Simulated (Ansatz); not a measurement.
Structure types of HgTe were relaxed at one common pressure (all-electron LAPW in Ansatz 0.2.0 under PBE, scalar-relativistic, no spin polarisation, zero temperature). They take these volumes:

```csv
type,space group,V (Å³/atom)
rocksalt,Fm-3m,25.05
CsCl,Pm-3m,23.75
zincblende,F-43m,30.64
wurtzite,P6_3mc,30.63
NiAs,P6_3/mmc,25.28
```

Question: At about which pressure, and is the densest type also the lowest in enthalpy?

Answer: 10 GPa. The densest is CsCl, and it is 179 meV/atom above rocksalt: its gain in pV doesn't pay for its higher energy here.
